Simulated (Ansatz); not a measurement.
A run of Ansatz 0.2.0 is set up as follows.

The input input.yaml:

```yaml
crystal:
  lattice:
    - [0.0, 2.04275, 2.04275]
    - [2.04275, 0.0, 2.04275]
    - [2.04275, 2.04275, 0.0]
  atoms:
    - { symbol: Ag, position: [0.0, 0.0, 0.0] }
hamiltonian:
  xc: pbe
  pseudopotentials: { kind: paw }
kpoints:
  mp_grid: { grid: [11, 11, 11] }
scf:
  occupations: { method: fermi_dirac, width: 0.05 }
output:
  forces: true
  stress: true
  eigenvalues: true
  write_density: true
  write_potential: true
  elf: true
  volumetric_format: npy
relax:
  f_tol: 0.01
  max_steps: 40
  cell: { stress_tol: 0.05, p_target: 30.0 }
```

Potentials or basis: Ansatz PAW.

Launch:

```bash
$ ansatz run input.yaml --threads 2 --pin off --max-ram 5632MiB --backend cpu --events-out ev --progress --plain --runs-dir out
```

(1) Estimate the band gap on the k mesh.

(2) Estimate the space group after relaxing (to 0.05 Å).

Answers

(1) none (metal or under the smearing width).

(2) Fm-3m (No. 225).
